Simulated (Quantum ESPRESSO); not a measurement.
# Zr (P-1) in Quantum ESPRESSO: convergence with density cutoff

Aim: find how far density cutoff must go before the results for Zr settle, at PBEsol. This setting moves, with any that are tied to it; all else stays.

Everything below comes from runs of Quantum ESPRESSO 7.5. Logs are shortened: lines on timing, memory, paths and dates and some standing lists are left out, and cuts for length are marked.

### Step 1. The cell of the first run

The typed cell holds 2 atoms: a = 3.232 Å, b = 3.232 Å, c = 5.147 Å, α = 90.00°, β = 90.00°, γ = 120.00°.

The cell isn't the ideal one: atoms moved at random, drawn with an rms of 0.15 Å.

### Step 2. With density cutoff 180 Ry

pw.in reads:

```
&CONTROL
  calculation = 'scf'
  prefix = 'pwscf'
  outdir = './tmp'
  pseudo_dir = './pseudo'
  tprnfor = .true.
  tstress = .true.
  disk_io = 'nowf'
/
&SYSTEM
  ibrav = 0
  nat = 2
  ntyp = 1
  ecutwfc = 45
  ecutrho = 180
  nbnd = 19
  occupations = 'smearing'
  smearing = 'mv'
  degauss = 0.00367493
/
&ELECTRONS
  conv_thr = 4d-10
  electron_maxstep = 120
  mixing_beta = 0.5
/
ATOMIC_SPECIES
Zr    91.2240 zr_pbesol_v1.uspp.F.UPF
CELL_PARAMETERS angstrom
   3.2320000000    0.0000000000    0.0000000000
  -1.6160000000    2.7989941050    0.0000000000
   0.0000000000    0.0000000000    5.1470000000
ATOMIC_POSITIONS crystal
Zr     0.6502920000    0.3532290000    0.7686840000
Zr     0.3415190000    0.6669130000    0.2624090000
K_POINTS automatic
9 9 5 0 0 0
```

Potentials or basis: GBRV 1.5 PBEsol.

The run is started by

```bash
$ OMP_NUM_THREADS=1 pw.x -in pw.in > pw.out
```

pw.out:

```text
This program is part of the open-source Quantum ESPRESSO suite
     for quantum simulation of materials; please cite
[... 6 lines left out ...]
     --------------------
     sticks:   dense  smooth     PW     G-vecs:    dense   smooth      PW
     Sum         463     463    151                12827    12827    2189

     Using Slab Decomposition

     bravais-lattice index     =            0
     lattice parameter (alat)  =       6.1076  a.u.
     unit-cell volume          =     314.2130 (a.u.)^3
     number of atoms/cell      =            2
     number of atomic types    =            1
     number of electrons       =        24.00
     number of Kohn-Sham states=           19
     kinetic-energy cutoff     =      45.0000  Ry
     charge density cutoff     =     180.0000  Ry
     scf convergence threshold =      4.0E-10
     mixing beta               =       0.5000
     number of iterations used =            8  plain     mixing
     Exchange-correlation= SLA  PW   PSX  PSC
                           (   1   4  10   8   0   0   0)

     celldm(1)=   6.107595  celldm(2)=   0.000000  celldm(3)=   0.000000
     celldm(4)=   0.000000  celldm(5)=   0.000000  celldm(6)=   0.000000

     crystal axes: (cart. coord. in units of alat)
               a(1) = (   1.000000   0.000000   0.000000 )
               a(2) = (  -0.500000   0.866025   0.000000 )
               a(3) = (   0.000000   0.000000   1.592512 )

     reciprocal axes: (cart. coord. in units 2 pi/alat)
               b(1) = (  1.000000  0.577350 -0.000000 )
               b(2) = (  0.000000  1.154701  0.000000 )
               b(3) = (  0.000000 -0.000000  0.627939 )

     PseudoPot. # 1 for Zr read from file:
     zr_pbesol_v1.uspp.F.UPF
     Pseudo is Ultrasoft + core correction, Zval = 12.0
     Generated by new atomic code, or converted to UPF format
     Using radial grid of  887 points,  6 beta functions with:
                l(1) =   0
                l(2) =   0
                l(3) =   1
                l(4) =   1
                l(5) =   2
                l(6) =   2
     Q(r) pseudized with  6 coefficients,  rinner =    1.200   1.200   1.200
                                                       1.200   1.200

     atomic species   valence    mass     pseudopotential
     Zr               12.00    91.22400     Zr( 1.00)

     No symmetry found

   Cartesian axes

     site n.     atom                  positions (alat units)
         1        Zr     tau(   1) = (   0.4736775   0.3059053   1.2241388  )
         2        Zr     tau(   2) = (   0.0080625   0.5775636   0.4178896  )

     number of k points=   203  Marzari-Vanderbilt smearing, width (Ry)=  0.0037

     Number of k-points >= 100: set verbosity='high' to print them.

     Dense  grid:    12827 G-vectors     FFT dimensions: (  27,  27,  45)

     Check: negative core charge=   -0.000005

     Initial potential from superposition of free atoms

     starting charge      23.9961, renormalised to      24.0000

     negative rho (up, down):  1.213E-01 0.000E+00
     Starting wfcs are   26 randomized atomic wfcs

     Self-consistent Calculation

     iteration #  1     ecut=    45.00 Ry     beta= 0.50
     Davidson diagonalization with overlap
     ethr =  1.00E-02,  avg # of iterations =  2.0

     Threshold (ethr) on eigenvalues was too large:
     Diagonalizing with lowered threshold

     Davidson diagonalization with overlap
     ethr =  1.37E-04,  avg # of iterations =  2.0

     negative rho (up, down):  1.221E-01 0.000E+00

     total energy              =    -198.25707626 Ry
     estimated scf accuracy    <       0.03799925 Ry

     iteration #  2     ecut=    45.00 Ry     beta= 0.50
     Davidson diagonalization with overlap
     ethr =  1.58E-04,  avg # of iterations =  2.0

     negative rho (up, down):  1.232E-01 0.000E+00

     total energy              =    -198.26012574 Ry
     estimated scf accuracy    <       0.00335336 Ry

     iteration #  3     ecut=    45.00 Ry     beta= 0.50
     Davidson diagonalization with overlap
     ethr =  1.40E-05,  avg # of iterations =  2.9
[... 51 lines left out ...]
     iteration #  9     ecut=    45.00 Ry     beta= 0.50
     Davidson diagonalization with overlap
     ethr =  1.31E-11,  avg # of iterations =  3.7

     negative rho (up, down):  1.237E-01 0.000E+00

     total energy              =    -198.26075480 Ry
     estimated scf accuracy    <          6.7E-10 Ry

     iteration # 10     ecut=    45.00 Ry     beta= 0.50
     Davidson diagonalization with overlap
     ethr =  2.81E-12,  avg # of iterations =  2.0

     negative rho (up, down):  1.237E-01 0.000E+00

     End of self-consistent calculation

     Number of k-points >= 100: set verbosity='high' to print the bands.

     the Fermi energy is    14.0225 ev

!    total energy              =    -198.26075480 Ry
     estimated scf accuracy    <          1.3E-11 Ry
     smearing contrib. (-TS)   =       0.00000113 Ry
     internal energy E=F+TS    =    -198.26075592 Ry

     The total energy is F=E-TS. E is the sum of the following terms:
     one-electron contribution =     -36.04872649 Ry
     hartree contribution      =      27.17921272 Ry
     xc contribution           =     -35.29063018 Ry
     ewald contribution        =    -154.10061197 Ry

     convergence has been achieved in  10 iterations

     negative rho (up, down):  1.237E-01 0.000E+00

     Forces acting on atoms (cartesian axes, Ry/au):

     atom    1 type  1   force =     0.00332243   -0.00151517   -0.00379717
     atom    2 type  1   force =    -0.00332243    0.00151517    0.00379717

     Total force =     0.007450     Total SCF correction =     0.000014

     Computing stress (Cartesian axis) and pressure

     negative rho (up, down):  1.237E-01 0.000E+00
          total   stress  (Ry/bohr**3)                   (kbar)     P=      -33.14
  -0.00021686  -0.00005338   0.00000099          -31.90       -7.85        0.15
  -0.00005338  -0.00027381  -0.00000062           -7.85      -40.28       -0.09
   0.00000099  -0.00000062  -0.00018513            0.15       -0.09      -27.23

=------------------------------------------------------------------------------=
   JOB DONE.
=------------------------------------------------------------------------------=
```

It took 1.9 min on 1 thread of Arm Neoverse V1, shared host; peak memory 0.16 GiB.

What came out:

```yaml
Free_energy: -2697.4750 eV
Pressure: -3.3 GPa
Largest_force: 0.135 eV/Å
Band_gap_on_the_k_mesh: none (metal or under the smearing width)
```

### Step 3. With density cutoff 225 Ry

Changes to pw.in since step 2:

```diff
@@ -14,3 +14,3 @@
   ecutwfc = 45
-  ecutrho = 180
+  ecutrho = 225
   nbnd = 19
```

Potentials or basis: GBRV 1.5 PBEsol.

The run is started by

```bash
$ OMP_NUM_THREADS=1 pw.x -in pw.in > pw.out
```

Run time: 1.9 min. Hardware: 1 thread of Arm Neoverse V1, shared host; peak memory 0.18 GiB.

Results:

| Property | Result |
| --- | --- |
| Free energy | -2697.4750 eV |
| Pressure | -3.3 GPa |
| Largest force | 0.135 eV/Å |
| Band gap on the k mesh | none (metal or under the smearing width) |

### Step 4. With density cutoff 270 Ry

Changes to pw.in since step 3:

```diff
@@ -14,3 +14,3 @@
   ecutwfc = 45
-  ecutrho = 225
+  ecutrho = 270
   nbnd = 19
```

The run is started by

```bash
$ OMP_NUM_THREADS=1 pw.x -in pw.in > pw.out
```

It took 1.9 min on 1 thread of Arm Neoverse V1, shared host; peak memory 0.2 GiB.

What came out:

```yaml
Free_energy: -2697.4752 eV
Pressure: -3.3 GPa
Largest_force: 0.135 eV/Å
Band_gap_on_the_k_mesh: none (metal or under the smearing width)
```

### Step 5. With density cutoff 315 Ry

Changes to pw.in since step 4:

```diff
@@ -14,3 +14,3 @@
   ecutwfc = 45
-  ecutrho = 270
+  ecutrho = 315
   nbnd = 19
```

The run is started by

```bash
$ OMP_NUM_THREADS=1 pw.x -in pw.in > pw.out
```

Wall time 1.9 min (1 thread of Arm Neoverse V1, shared host); peak memory 0.22 GiB.

Results:

```yaml
Free_energy: -2697.4753 eV
Pressure: -3.3 GPa
Largest_force: 0.135 eV/Å
Band_gap_on_the_k_mesh: none (metal or under the smearing width)
```

### Step 6. With density cutoff 360 Ry

Changes to pw.in since step 5:

```diff
@@ -14,3 +14,3 @@
   ecutwfc = 45
-  ecutrho = 315
+  ecutrho = 360
   nbnd = 19
```

Potentials or basis: GBRV 1.5 PBEsol.

The run is started by

```bash
$ OMP_NUM_THREADS=1 pw.x -in pw.in > pw.out
```

Run time: 2 min. Hardware: 1 thread of Arm Neoverse V1, shared host; peak memory 0.24 GiB.

Results (log left out):

```
Free energy            : -2697.4753 eV
Pressure               : -3.3 GPa
Largest force          : 0.135 eV/Å
Band gap on the k mesh : none (metal or under the smearing width)
```

### Step 7. With density cutoff 450 Ry

Changes to pw.in since step 6:

```diff
@@ -14,3 +14,3 @@
   ecutwfc = 45
-  ecutrho = 360
+  ecutrho = 450
   nbnd = 19
```

The run is started by

```bash
$ OMP_NUM_THREADS=1 pw.x -in pw.in > pw.out
```

It took 2 min on 1 thread of Arm Neoverse V1, shared host; peak memory 0.29 GiB.

Results (log left out):

* Free energy: -2697.4752 eV
* Pressure: -3.3 GPa
* Largest force: 0.135 eV/Å
* Band gap on the k mesh: none (metal or under the smearing width)

### Step 8. With density cutoff 540 Ry

Changes to pw.in since step 7:

```diff
@@ -14,3 +14,3 @@
   ecutwfc = 45
-  ecutrho = 450
+  ecutrho = 540
   nbnd = 19
```

The run is started by

```bash
$ OMP_NUM_THREADS=1 pw.x -in pw.in > pw.out
```

Run time: 2 min. Hardware: 1 thread of Arm Neoverse V1, shared host; peak memory 0.35 GiB.

The run converged. Its results:

| Item | Value |
| --- | --- |
| Free energy | -2697.4752 eV |
| Pressure | -3.3 GPa |
| Largest force | 0.135 eV/Å |
| Band gap on the k mesh | none (metal or under the smearing width) |

### Step 9. With density cutoff 720 Ry

Changes to pw.in since step 8:

```diff
@@ -14,3 +14,3 @@
   ecutwfc = 45
-  ecutrho = 540
+  ecutrho = 720
   nbnd = 19
```

Potentials or basis: GBRV 1.5 PBEsol.

The run is started by

```bash
$ OMP_NUM_THREADS=1 pw.x -in pw.in > pw.out
```

Wall time 2.1 min (1 thread of Arm Neoverse V1, shared host); peak memory 0.47 GiB.

It converged, with:

| Item | Value |
| --- | --- |
| Free energy | -2697.4752 eV |
| Pressure | -3.3 GPa |
| Largest force | 0.135 eV/Å |
| Band gap on the k mesh | none (metal or under the smearing width) |

### Step 10. Summary

| density cutoff | energy less the tightest run, at zero smearing (meV/atom) | SCF cycles | CPU time (s) | peak memory (GiB) |
| --- | --- | --- | --- | --- |
| 180 Ry | 0.13 | 10 | 110 | 0.16 |
| 225 Ry | 0.10 | 10 | 110 | 0.18 |
| 270 Ry | 0.02 | 10 | 110 | 0.2 |
| 315 Ry | -0.01 | 10 | 120 | 0.22 |
| 360 Ry | -0.01 | 10 | 120 | 0.24 |
| 450 Ry | 0.00 | 10 | 120 | 0.29 |
| 540 Ry | 0.00 | 10 | 120 | 0.35 |
| 720 Ry | 0.00 | 10 | 130 | 0.47 |

Against the tightest run, the energy stays within 1 meV/atom from 180 Ry on. The tightest run that finished is the yardstick and may itself not be fully converged.
